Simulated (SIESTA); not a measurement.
TaN:

```
Ta N
1.0
     5.19100    0.00000    0.00000
    -2.59550    4.49554    0.00000
     0.00000    0.00000    2.90800
Ta N
3 3
Direct
  0.66667 0.33333 0.50000
  0.33333 0.66667 0.50000
  0.00000 0.00000 0.00000
  0.00000 0.50000 0.00000
  0.50000 0.50000 0.00000
  0.50000 0.00000 0.00000
```

* Program: SIESTA 5.4.2
* Task: single point
* Functional: PBEsol
* Potentials or basis: PseudoDojo 0.4 standard (PBEsol files)
* Basis: DZP (energy shift 0.003 Ry; two zetas on semicore shells)
* Grid cutoff: 800 Ry
* Energy shift: 0.003 Ry
* k mesh: 6 × 6 × 9
* Occupations: fermi-dirac, width 0.05 eV
* Spin: no spin polarisation

On this cell: pressure 7.3 GPa; largest force under 0.003 eV/Å; band gap on the k mesh none (metal or under the smearing width).

The same run follows on a disturbed copy (atoms moved at random, drawn with an rms of 0.05 Å):

```
CELL_PARAMETERS angstrom
5.19100 0.00000 0.00000
-2.59550 4.49554 0.00000
0.00000 0.00000 2.90800
ATOMIC_POSITIONS crystal
Ta 0.66406 0.33365 0.50720
Ta 0.32828 0.66369 0.50070
Ta 0.00293 0.99694 0.99074
N 0.99717 0.49928 0.01932
N 0.50777 0.51204 0.00589
N 0.49870 0.99620 0.00418
```

Q: What does the disturbed cell give?

A: The energy (extrapolated to zero smearing) moves by +6.4 meV/atom; pressure 7.5 GPa; largest force 0.963 eV/Å; band gap on the k mesh none (metal or under the smearing width).

Forces in eV/Å, atoms in the order of the input:
```
Ta  -0.034 -0.328  0.196
Ta   0.188  0.214  0.607
Ta  -0.237 -0.314  0.395
N   -0.026 -0.106 -0.957
N    0.521 -0.033 -0.165
N   -0.409  0.568 -0.074
```

Stress tensor (GPa, compression positive):
```
 7.03  0.18 -0.05
 0.18  6.01  0.11
-0.05  0.11  9.60
```

Caveats: short orbitals over semicore shells can move pressures by several GPa; the basis of atomic orbitals isn't converged, which shifts pressures, moduli and gaps.
